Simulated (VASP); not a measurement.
# Al3N in VASP: further runs

Runs on Al3N. Level: PBEsol. Tasks: single point.

All numbers are computed with VASP 6.6.1; they aren't measurements. Logs are shortened: lines on timing, memory, paths and dates and some standing lists are left out, and cuts for length are marked.

## (1) The cell of the first run

The cell holds a slab with vacuum, 4 atoms: a = 2.839 Å, b = 2.839 Å, c = 19.641 Å, α = 90.00°, β = 90.00°, γ = 90.00°.

## (2) Single point, PBEsol (N over (0/6, 1/6) of the surface cell, its height relaxed)

Contents of INCAR:

```
SYSTEM = Al3N
PREC = Accurate ; ENCUT = 520
EDIFF = 1E-6 ; ISMEAR = 0
SIGMA = 0.1 ; LREAL = .False.
LASPH = .True. ; NELM = 80
ALGO = Fast ; ISIF = 2
LWAVE = .False. ; LCHARG = .True.
LDIPOL = .True. ; IDIPOL = 3
DIPOL = 0.5 0.5 0.357 ; GGA = PS
LELF = .True. ; LVHAR = .True.
LVACPOTAV = .True. ; NBANDS = 15
```

Contents of KPOINTS:

```
Automatic mesh
0
Gamma
  9 9 1
  0 0 0
```

Contents of POSCAR:

```
Al3N
1.0
    2.8394270062      0.0000000000      0.0000000000
    0.0000000000      2.8394270062      0.0000000000
    0.0000000000      0.0000000000     19.6413451746
Al N
3 1
Direct
    0.5000000000      0.5000000000      0.2036520393
    0.0000000000      0.0000000000      0.3090064780
    0.5000000000      0.5000000000      0.4145003869
    0.5000000000      0.6666666667      0.5024913546
```

Potentials or basis: VASP PAW PBE potentials, release 64 (Al, N).

Started as:

```sh
$ cat potpaw_PBE.64/Al/POTCAR potpaw_PBE.64/N/POTCAR > POTCAR
$ mpirun -np 1 vasp_std > vasp.out
```

OUTCAR:

```text
SYSTEM = Al3N
   PREC = Accurate
   ENCUT = 520
   EDIFF = 1E-6
   ISMEAR = 0
   LREAL = .False.
   LASPH = .True.
   NELM = 80
   ISIF = 2
   GGA = PS

 ion  position               nearest neighbor table
   1  0.500  0.500  0.204-   2 2.88   2 2.88   2 2.88   2 2.88
   2  0.000  0.000  0.309-   1 2.88   1 2.88   1 2.88   1 2.88   3 2.89   3 2.89   3 2.89   3 2.89

   3  0.500  0.500  0.415-   4 1.79   2 2.89   2 2.89   2 2.89   2 2.89
   4  0.500  0.667  0.502-   3 1.79

  LATTYP: Found a simple tetragonal cell.
 ALAT       =     2.8394270062
 C/A-ratio  =     6.9173622466

  Lattice vectors:

 A1 = (   2.8394270062,   0.0000000000,   0.0000000000)
 A2 = (   0.0000000000,   2.8394270062,   0.0000000000)
 A3 = (   0.0000000000,   0.0000000000,  19.6413451746)

Analysis of symmetry for initial positions (statically):
=====================================================================
 Subroutine PRICEL returns:
 Original cell was already a primitive cell.

 Routine SETGRP: Setting up the symmetry group for a
 simple tetragonal supercell.

 Subroutine GETGRP returns: Found  2 space group operations
 (whereof  2 operations were pure point group operations)
 out of a pool of 16 trial point group operations.

The static configuration has the point symmetry C_1h.

Analysis of symmetry for dynamics (positions and initial velocities):
=====================================================================
 Subroutine PRICEL returns:
 Original cell was already a primitive cell.

 Routine SETGRP: Setting up the symmetry group for a
 simple tetragonal supercell.

 Subroutine GETGRP returns: Found  2 space group operations
 (whereof  2 operations were pure point group operations)
 out of a pool of 16 trial point group operations.

The dynamic configuration has the point symmetry C_1h.

 Subroutine INISYM returns: Found  2 space group operations
 (whereof  2 operations are pure point group operations),
 and found     1 'primitive' translations

----------------------------------------------------------------------------------------

                                     Primitive cell

  volume of cell :     158.3553

  direct lattice vectors                    reciprocal lattice vectors
     2.839427006  0.000000000  0.000000000     0.352183732  0.000000000  0.000000000
     0.000000000  2.839427006  0.000000000     0.000000000  0.352183732  0.000000000
     0.000000000  0.000000000 19.641345175     0.000000000  0.000000000  0.050913010

  length of vectors
     2.839427006  2.839427006 19.641345175     0.352183732  0.352183732  0.050913010

  position of ions in fractional coordinates (direct lattice)
     0.500000000  0.500000000  0.203652039
[... 97 lines left out ...]
   EFERMI_NEDOS =   21; number of points for ismear=-14 and -15
   IALGO  =     68    algorithm
   IMIX   =      4    mixing-type and parameters
     AMIX     =   0.40;   BMIX     =  1.00
     AMIX_MAG =   1.60;   BMIX_MAG =  1.00
  volume/ion in A,a.u.               =      39.59       267.16
  Fermi-wavevector in a.u.,A,eV,Ry     =   0.729301  1.378178  7.236660  0.531880
  Thomas-Fermi vector in A             =   1.820989
   LORBIT       =      0    0 simple, 1 ext, 2 COOP (PROOUT), +10 PAW based schemes
   GGA     = PS    functional components
   LHFCALC =     F    Hartree Fock is set to
   AEXX    =    0.0000 exact exchange contribution
   IVDW    =     0    specifies the selected vdW correction
   LEPSILON=     F    determine dielectric tensor
   LRPA    =     F    only Hartree local field effects (RPA)
 non-spin polarized calculation
 RMM-DIIS sequential band-by-band and
 Gauss-broadening in eV      SIGMA  =   0.10
  energy-cutoff  :      520.00
  volume of cell :      158.36
 maximum number of plane-waves:      4292
 NGX is ok and might be reduce to    24
   NGX = 11   NGY = 11   NGZ = 73

 number of electron      14.0000000 magnetization

 dipolmoment           0.000000      0.000000      0.191595 electrons x Angstroem

 Free energy of the ion-electron system (eV)
  ---------------------------------------------------
  ext. energy  EPLUGINS =         0.00000000
  ---------------------------------------------------
  free energy    TOTEN  =       -16.52577757 eV

  energy without entropy =      -16.51969686  energy(sigma->0) =      -16.52273721

 E-fermi :  -1.4775     XC(G=0):  -4.7635

 val. band max:       -1.4893889878   @ k =   0.0000   0.4444   0.0000
 cond. band min:      -1.4411340445   @ k =   0.4444   0.0000   0.0000
 fundamental gap:      0.0482549433
 Fermi energy:        -1.4775234785

 k-point     1 :       0.0000    0.0000    0.0000
  band No.  band energies     occupation
      1     -14.9363      2.00000
      2     -11.8080      2.00000
      3      -9.3562      2.00000
      4      -5.8701      2.00000
      5      -3.4312      2.00000
      6      -0.7879      0.00000
      7      -0.5453      0.00000
      8      -0.4660      0.00000
      9       2.1776      0.00000
     10       3.7661      0.00000
     11       4.5973      0.00000
     12       4.9759      0.00000
     13       4.9924      0.00000
     14       5.6278      0.00000
[... 401 lines left out ...]
      2      -6.3861      2.00000
      3      -4.6291      2.00000
      4      -4.3593      2.00000
      5      -3.4681      2.00000
      6      -2.6224      2.00000
      7      -2.4169      2.00000
      8      -1.6354      1.97443
      9      -0.3594      0.00000
     10       0.0833      0.00000
     11       1.4141      0.00000
     12       1.7072      0.00000
     13       2.0920      0.00000
     14       3.4672      0.00000
     15       3.7433      0.00000

 [... further k-points ...]
[... 5 lines left out ...]
  --------------------------------------------------------------------------------------
  -------------------------------------------------------------------------------------
  Total       -2.8433587     -3.0596598      0.1990599      0.0000000      1.0086999      0.0000000
  in kB      -28.7679944    -30.9564446      2.0140106      0.0000000     10.2056318      0.0000000
  external PRESSURE =     -19.2368094 kB  Pullay stress =       0.0000000 kB

 VOLUME and BASIS-vectors are now :
 -----------------------------------------------------------------------------
  energy-cutoff  :      520.00
  volume of cell :      158.36
      direct lattice vectors                 reciprocal lattice vectors
     2.839427006  0.000000000  0.000000000     0.352183732  0.000000000  0.000000000
     0.000000000  2.839427006  0.000000000     0.000000000  0.352183732  0.000000000
     0.000000000  0.000000000 19.641345175     0.000000000  0.000000000  0.050913010

 POSITION                                       TOTAL-FORCE (eV/Angst)
 -----------------------------------------------------------------------------------
      1.41971      1.41971      4.00000         0.000000     -0.003311     -0.115923
      0.00000      0.00000      6.06930         0.000000      0.078867      0.195485
      1.41971      1.41971      8.14135         0.000000     -0.745917     -0.147049
      1.41971      1.89295      9.86961         0.000000      0.670361      0.067486
 -----------------------------------------------------------------------------------
    total drift:                                0.000000     -0.000073     -0.000515

  FREE ENERGIE OF THE ION-ELECTRON SYSTEM (eV)
  ---------------------------------------------------
  free  energy   TOTEN  =       -16.5257775715 eV

  energy  without entropy=      -16.5196968563  energy(sigma->0) =      -16.52273721

 vacuum level on the upper side and lower side of the slab         7.065         2.764
```

stdout:

```text
POSCAR found type information on POSCAR AlN
 POSCAR found :  2 types and       4 ions
 scaLAPACK will be used
 -----------------------------------------------------------------------------
|                                                                             |
[... 23 lines left out ...]
|     field-free region was found. Please increase the size of  your cell     |
|     in the dimension of the dipole correction to obtain accurate            |
|     workfunction values.                                                    |
|                                                                             |
 -----------------------------------------------------------------------------
```

Run time: 3 min. Hardware: 1 thread of AMD EPYC 7R43 (Zen 3), shared host; peak memory 0.26 GiB.

Results:

```
Free energy                     : -16.5258 eV
Largest force                   : 0.760 eV/Å
Band gap on the k mesh          : none (metal or under the smearing width)
Work function of the upper face : 8.54 eV
Work function of the lower face : 4.24 eV
```

Forces on the atoms (eV/Å):
```
Al   0.000 -0.003 -0.116
Al   0.000  0.079  0.195
Al   0.000 -0.746 -0.147
N    0.000  0.670  0.067
```

Caveat: the PAW data sets were made with another functional, which shifts forces and pressure a little.

## (3) Single point, PBEsol (N over (0/6, 2/6) of the surface cell, its height relaxed)

Contents of INCAR:

```
SYSTEM = Al3N
  PREC = Accurate
  ENCUT = 520
  EDIFF = 1E-7
  ISMEAR = 0
  SIGMA = 0.1
  LREAL = .False.
  LASPH = .True.
  NELM = 60
  ALGO = Normal
  ISIF = 2
  LWAVE = .False.
  LCHARG = .False.
  LDIPOL = .True.
  IDIPOL = 3
  DIPOL = 0.5 0.5 0.354
  GGA = PS
  NBANDS = 15
```

Contents of KPOINTS:

```
regular mesh
0
Gamma
  9 9 1
  0 0 0
```

POSCAR: that of step 2 with these lines changed.

```diff
@@ -11,2 +11,2 @@
     0.5000000000      0.5000000000      0.4145003869
-    0.5000000000      0.6666666667      0.5024913546
+    0.5000000000      0.8333333333      0.4893228654
```

Potentials or basis: VASP PAW PBE potentials, release 64 (Al, N).

Started as:

```sh
$ cat potpaw_PBE.64/Al/POTCAR potpaw_PBE.64/N/POTCAR > POTCAR
$ mpirun -np 1 vasp_std > vasp.out
```

It took 3.1 min on 1 thread of AMD EPYC 7R43 (Zen 3), shared host; peak memory 0.26 GiB.

Results (log left out):

* Free energy: -17.1274 eV
* Largest force: 2.348 eV/Å
* Band gap on the k mesh: none (metal or under the smearing width)

Forces on the atoms (eV/Å):
```
Al   0.000  0.013 -0.130
Al   0.000  0.074  0.024
Al   0.000 -2.347  0.058
N    0.000  2.260  0.048
```

Levels at points of the mesh, in eV from the Fermi level:
| k point | band 3 | band 4 | band 5 | band 6 | band 7 | band 8 | band 9 | band 10 | band 11 | band 12 |
| --- | --- | --- | --- | --- | --- | --- | --- | --- | --- | --- |
| (0.00, 0.00, 0.00) | -7.70 | -4.18 | -1.66 | 0.31 | 0.76 | 1.39 | 3.83 | 5.26 | 6.21 | 6.50 |

Caveat: the PAW data sets were made with another functional, which shifts forces and pressure a little.

[end of part 1 of 2]
